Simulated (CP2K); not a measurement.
The system is TaN.

```xyz
2
Lattice="2.7323 0.0000 0.0000 0.0000 2.7323 0.0000 0.0000 0.0000 2.7323" Properties=species:S:1:pos:R:3 pbc="T T T"
Ta    0.0000    0.0000    0.0000
N     1.3662    1.3662    1.3662
```

The cell comes from a database or a generator and needn't be the stable form of this composition.

Base run:

```yaml
Program: CP2K 2026.2
Functional: PW91
Potentials_or_basis: POTENTIAL_UZH Ta GTH-PBE-q13, N GTH-PBE-q5; TZVP-MOLOPT-PBE-GTH basis
Density_cutoff: 9184 eV
k_mesh: 10 × 10 × 10
Occupations: fermi-dirac, width 0.05 eV
Spin: no spin polarisation
```

Its results: band gap on the k mesh none (metal or under the smearing width); pressure 2.8 GPa.

Question: The run is repeated on the same cell with these changes: functional from PW91 to revPBE. What comes out?

Answer: Band gap on the k mesh none (metal or under the smearing width); pressure 4.8 GPa.

revPBE binds less tightly than PW91, so the same cell stands under more pressure.

Caveats: the potentials were made for another functional, which shifts forces and pressure; the basis of atomic orbitals isn't converged, which shifts pressures, moduli and gaps.
